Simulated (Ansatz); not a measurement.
# Al(111) with 4 layers of random Al-Ru, 2x2: scattering by chemical disorder, part 2 of 2

Aim: the residual resistivity of a random alloy, from Al(111) with 4 layers of random Al-Ru, 2x2 and longer regions.

Ansatz 0.2.0; Ansatz plane-wave DFT, PBE, PAW files; ballistic transport by layer matching (Landauer), zero bias; PAW set soft_1.

So far. Step 3 (With 8 alloy layers): Over the solved energies the transmission per spin lies between 0.921 and 1.01, out of 5.49 channels of the lead on average (up to 5.59).

### 4. With 12 alloy layers

In 12 layers a share of 0.5 of the sites is given to Ru at random. A fresh draw is used; the growth of the resistance with length is what counts.

System of this step: Al(111) with 12 layers of random Al-Ru, 2x2. The cell holds 72 atoms: 48 Al and 24 Ru. Its edges and angles: a = 5.725 Å, b = 5.725 Å, c = 42.068 Å, α = 90.0°, β = 90.0°, γ = 120.0°. It derives from Al. Regions: lead, 24 atoms (24 Al); scattering region, 48 atoms (24 Ru and 24 Al). The structure is stacked along c, and the current runs across the ab planes.

input.yaml reads:

```yaml
crystal:
  lattice:
    - [5.7246940741, 0.0, 0.0]
    - [-2.862347037, 4.957730497, 0.0]
    - [0.0, 0.0, 42.0677382451]
  atoms:
    - { symbol: Al, position: [0.0, 0.0, 0.0277777778] }
    - { symbol: Al, position: [0.0, 0.5, 0.0277777778] }
    - { symbol: Al, position: [0.5, 0.0, 0.0277777778] }
    - { symbol: Al, position: [0.5, 0.5, 0.0277777778] }
    - { symbol: Al, position: [0.1666666667, 0.3333333333, 0.0833333333] }
    - { symbol: Al, position: [0.1666666667, 0.8333333333, 0.0833333333] }
    - { symbol: Al, position: [0.6666666667, 0.3333333333, 0.0833333333] }
    - { symbol: Al, position: [0.6666666667, 0.8333333333, 0.0833333333] }
    - { symbol: Al, position: [0.3333333333, 0.1666666667, 0.1388888889] }
    - { symbol: Al, position: [0.3333333333, 0.6666666667, 0.1388888889] }
    - { symbol: Al, position: [0.8333333333, 0.1666666667, 0.1388888889] }
    - { symbol: Al, position: [0.8333333333, 0.6666666667, 0.1388888889] }
    - { symbol: Ru, position: [0.0, 0.0, 0.1944444444] }
    - { symbol: Al, position: [0.0, 0.5, 0.1944444444] }
    - { symbol: Ru, position: [0.5, 0.0, 0.1944444444] }
    - { symbol: Ru, position: [0.5, 0.5, 0.1944444444] }
    - { symbol: Ru, position: [0.1666666667, 0.3333333333, 0.25] }
    - { symbol: Al, position: [0.1666666667, 0.8333333333, 0.25] }
    - { symbol: Ru, position: [0.6666666667, 0.3333333333, 0.25] }
    - { symbol: Al, position: [0.6666666667, 0.8333333333, 0.25] }
    - { symbol: Al, position: [0.3333333333, 0.1666666667, 0.3055555556] }
    - { symbol: Al, position: [0.3333333333, 0.6666666667, 0.3055555556] }
    - { symbol: Al, position: [0.8333333333, 0.1666666667, 0.3055555556] }
    - { symbol: Al, position: [0.8333333333, 0.6666666667, 0.3055555556] }
    - { symbol: Ru, position: [0.0, 0.0, 0.3611111111] }
    - { symbol: Ru, position: [0.0, 0.5, 0.3611111111] }
    - { symbol: Al, position: [0.5, 0.0, 0.3611111111] }
    - { symbol: Al, position: [0.5, 0.5, 0.3611111111] }
    - { symbol: Ru, position: [0.1666666667, 0.3333333333, 0.4166666667] }
    - { symbol: Ru, position: [0.1666666667, 0.8333333333, 0.4166666667] }
    - { symbol: Al, position: [0.6666666667, 0.3333333333, 0.4166666667] }
    - { symbol: Al, position: [0.6666666667, 0.8333333333, 0.4166666667] }
    - { symbol: Ru, position: [0.3333333333, 0.1666666667, 0.4722222222] }
    - { symbol: Ru, position: [0.3333333333, 0.6666666667, 0.4722222222] }
    - { symbol: Ru, position: [0.8333333333, 0.1666666667, 0.4722222222] }
    - { symbol: Ru, position: [0.8333333333, 0.6666666667, 0.4722222222] }
    - { symbol: Al, position: [0.0, 0.0, 0.5277777778] }
    - { symbol: Ru, position: [0.0, 0.5, 0.5277777778] }
    - { symbol: Al, position: [0.5, 0.0, 0.5277777778] }
    - { symbol: Ru, position: [0.5, 0.5, 0.5277777778] }
    - { symbol: Ru, position: [0.1666666667, 0.3333333333, 0.5833333333] }
    - { symbol: Ru, position: [0.1666666667, 0.8333333333, 0.5833333333] }
    - { symbol: Ru, position: [0.6666666667, 0.3333333333, 0.5833333333] }
    - { symbol: Al, position: [0.6666666667, 0.8333333333, 0.5833333333] }
    - { symbol: Al, position: [0.3333333333, 0.1666666667, 0.6388888889] }
    - { symbol: Al, position: [0.3333333333, 0.6666666667, 0.6388888889] }
    - { symbol: Al, position: [0.8333333333, 0.1666666667, 0.6388888889] }
    - { symbol: Ru, position: [0.8333333333, 0.6666666667, 0.6388888889] }
    - { symbol: Al, position: [0.0, 0.0, 0.6944444444] }
    - { symbol: Al, position: [0.0, 0.5, 0.6944444444] }
    - { symbol: Al, position: [0.5, 0.0, 0.6944444444] }
    - { symbol: Al, position: [0.5, 0.5, 0.6944444444] }
    - { symbol: Al, position: [0.1666666667, 0.3333333333, 0.75] }
    - { symbol: Ru, position: [0.1666666667, 0.8333333333, 0.75] }
    - { symbol: Ru, position: [0.6666666667, 0.3333333333, 0.75] }
    - { symbol: Ru, position: [0.6666666667, 0.8333333333, 0.75] }
    - { symbol: Al, position: [0.3333333333, 0.1666666667, 0.8055555556] }
    - { symbol: Al, position: [0.3333333333, 0.6666666667, 0.8055555556] }
    - { symbol: Ru, position: [0.8333333333, 0.1666666667, 0.8055555556] }
    - { symbol: Ru, position: [0.8333333333, 0.6666666667, 0.8055555556] }
    - { symbol: Al, position: [0.0, 0.0, 0.8611111111] }
    - { symbol: Al, position: [0.0, 0.5, 0.8611111111] }
    - { symbol: Al, position: [0.5, 0.0, 0.8611111111] }
    - { symbol: Al, position: [0.5, 0.5, 0.8611111111] }
    - { symbol: Al, position: [0.1666666667, 0.3333333333, 0.9166666667] }
    - { symbol: Al, position: [0.1666666667, 0.8333333333, 0.9166666667] }
    - { symbol: Al, position: [0.6666666667, 0.3333333333, 0.9166666667] }
    - { symbol: Al, position: [0.6666666667, 0.8333333333, 0.9166666667] }
    - { symbol: Al, position: [0.3333333333, 0.1666666667, 0.9722222222] }
    - { symbol: Al, position: [0.3333333333, 0.6666666667, 0.9722222222] }
    - { symbol: Al, position: [0.8333333333, 0.1666666667, 0.9722222222] }
    - { symbol: Al, position: [0.8333333333, 0.6666666667, 0.9722222222] }
kpoints:
  mp_grid: { grid: [5, 5, 1] }
hamiltonian:
  xc: pbe
  pseudopotentials: { kind: paw, azcp: { folder: soft_1 } }
scf:
  occupations: { method: fermi_dirac, width: 0.1 }
output:
  transmission:
    leads: [[0, 4]]
    kmesh: [10, 10]
    e_range: [-0.05, 0.05]
    de: 0.05
  write_potential: true
  write_density: true
  volumetric_format: npy
```

Started as:

```bash
$ ansatz run input.yaml --threads 4 --pin off --max-ram 15360MiB --backend cpu --events-out ev --progress --plain --runs-dir out
```

Numbers of over 12 decimals in the logs are rounded to 6 here.

Output:

```text
[...]
Crystal: 72 atoms, lattice volume = 1193.945 Å³
Basis set: ecut = 420 eV, 23469 PW (Γ)
Bands: 336, of which v1, the nominal top of the filled ones, is band 264 counted from 1 (263 counted from 0)
Symmetry: 1 space group operations
[...]
k-points: 13 of 25 (time reversal used)
[...]
SCF iter   1: F=—  HF=-166945.201001 eV  |F-HF|=—  |Δ(HF+E_count)|=         —  Δρ=1.35e-1  dr2=1.87e3  ethr=3.10e-3  ⟨swp⟩=6.2  Hψ=16969  notcnv=0
[...]
SCF iter  11: F=-166892.799468 eV  HF=-166892.799468 eV  |F-HF|=1.18e-8  |Δ(HF+E_count)|=   3.29e-9  Δρ=5.86e-7  dr2=1.32e-8  ethr=1.89e-11  ⟨swp⟩=10.4  Hψ=12213  notcnv=0
SCF 1 converged in 11 iterations: F = -166892.799468 eV  dr2 = 1.32e-8
[...]
transmission: 351 of 3432 steps passed
transmission: 693 of 3432 steps passed
[...]
transmission: 3432 of 3432 steps passed
SCF converged after 11 iterations
Free energy (F): -166892.799468 eV
[...]
Internal energy: -166890.597338 eV  (E = F + TS)
E sigma→0 (E₀):  -166891.698403 eV
Entropy (-TS):   -2.202129 eV (-30.585 meV/atom)
Fermi energy:    11.145404 eV
[...]
--- Band table (eV; the first three rows and the last of 13) ---
  k-point 0: bands = [... 260 lower, 10.9342, 10.9836, 11.0182, 11.0389, 11.0644, 11.1005, 11.1526, 11.1545, ... 68 higher]
  k-point 1: bands = [... 260 lower, 11.0080, 11.0302, 11.0464, 11.0852, 11.1309, 11.1493, 11.1839, 11.2113, ... 68 higher]
  k-point 2: bands = [... 260 lower, 11.0803, 11.1074, 11.1436, 11.1612, 11.1814, 11.2059, 11.2195, 11.2763, ... 68 higher]
  k-point 12: bands = [... 260 lower, 11.0355, 11.0723, 11.1220, 11.1630, 11.1680, 11.2085, 11.2361, 11.2614, ... 68 higher]
--- Transmission ---
  basis      : 253 plane waves across, 66 finite elements along
  points     : 52, standing for a mesh of 10 x 10
[...]
channels       : 5.590000e0 a spin
[...]
junction   : crystal 0 to crystal 0, 0.70 to 40.43 Å
    transmission   : 7.837739e-1 a spin
[...]
```

Wall time 12 min (4 threads of Arm Neoverse V2, shared host); peak memory 8.4 GiB.

Numbers from this step:

```yaml
free_energy: -166892.7995 eV
energy_at_zero_smearing: -166891.6984 eV
fermi_energy: 11.15 eV
transmission_per_spin_nearest_the_fermi_level: 0.7838
step_of_the_lead_s_potential: 30 meV
```

Per spin. Table of transmission, zone mean by energy, zero at the Fermi level:

| energy (eV) | transmission, zone mean |
| --- | --- |
| -0.0500 | 0.768 |
| 0.0000 | 0.784 |
| 0.0500 | 0.795 |

Over the solved energies the transmission per spin lies between 0.768 and 0.795, out of 5.48 channels of the lead on average (up to 5.59). The log calls the step of a lead's potential too much.

### 5. Resistance against length

This step: Ansatz plane-wave DFT, PBE, PAW files; ballistic transport by layer matching (Landauer), zero bias; residual resistivity from the slope of the area resistance, atoms on the host's lattice; PAW set soft_1 (Ansatz 0.2.0).

Numbers from this step:

| Item | Value |
| --- | --- |
| resistivity | 143.8 µΩ cm |
| intercept | 0.1201 fΩ m² |
| scatter about the fit | 0.1952 fΩ m² |

Resistance, by row:

| run | length (Å) | T | channels N | RA (fΩ m²) |
| --- | --- | --- | --- | --- |
| n4 | 9.348 | 1.835 | 5.463 | 1.326 |
| n8 | 18.7 | 0.9764 | 5.49 | 3.084 |
| n12 | 28.05 | 0.7822 | 5.477 | 4.014 |

The area resistance by length of the alloy:

| length of the alloy (Å) | area resistance (fΩ m²) |
| --- | --- |
| 9.35 | 1.33 |
| 18.70 | 3.08 |
| 28.05 | 4.01 |

The area resistance goes from 1.3 to 4.0 fΩ m² between 9.3 and 28.0 Å, a slope of 144 µΩ cm.

By hand from the end points: (4.014 − 1.326) fΩ m² / (28.05 − 9.35) Å = 144 µΩ cm, since 1 fΩ m² per Å is 1000 µΩ cm.

### 6. Summary of results

```yaml
resistivity_from_the_slope: 144 µΩ cm
area_resistance_over_9p35_a: 1.33 fΩ m²
area_resistance_over_18p7_a: 3.08 fΩ m²
area_resistance_over_28p0_a: 4.01 fΩ m²
```

The slope gives 144 µΩ cm. The points scatter by 0.20 fΩ m² about the line, with one random draw a length in a 2x2 cell, so the slope is a rough value. Read with a model of isotropic scattering on a spherical Fermi surface and the lead's 1.5×10¹⁵ S/m², this slope means a mean free path near 3.5 Å (a rough figure, since the alloy's own channel count differs); over these lengths the model's slope is within 3 % of its bulk resistivity, though a free path of a few ångströms strains the picture. The atoms sit on the host's lattice, so scattering by size misfit is left out. With 50 % of Ru, whose own structure is another, this is a hypothetical phase. A lead's potential steps by up to 37 meV from period to period, which the log calls too much, so longer leads could move the result.

[Logs are printed without paths, hosts, clocks, repeated set-up lines and the standing remarks that a program may print on its own settings, such as how far it seeks lower states.]

[Hosts, paths, dates, database ids (printed as entryN), source tags and the programs' standing remarks are cut or masked in the printed files.]
